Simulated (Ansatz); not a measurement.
## W: equation of state with SVWN5

The system is W.

```
W
1.0
    -1.58234    1.58234    1.58234
     1.58234   -1.58234    1.58234
     1.58234    1.58234   -1.58234
W
1
Direct
  0.00000 0.00000 0.00000
```

```json
{
  "Program": "Ansatz 0.2.0",
  "Task": "equation of state",
  "Functional": "SVWN5",
  "Potentials or basis": "Ansatz PAW",
  "Cutoff": "420 eV",
  "Density cutoff": "1680 eV",
  "k mesh": "12 × 12 × 12",
  "Occupations": "fermi-dirac, width 0.05 eV",
  "Spin": "no spin polarisation"
}
```

```json
{
 "Equilibrium volume": "15.39 Å³/atom",
 "Bulk modulus": "328 GPa",
 "Pressure derivative of the bulk modulus": "3.9"
}
```

Energy against volume, from the lowest point:
```
volume (Å³/atom)  energy (meV/atom)
          14.897              15.45
          15.214               0.66
          15.531               0.00
          15.848              12.09
          16.165              35.74
          16.482              69.80
          16.798             113.26
```

All runs of the series together: 4.7 s on 2 threads of Arm Neoverse V1 (shared host).

Spin-orbit coupling is left out, which matters for the levels of W.
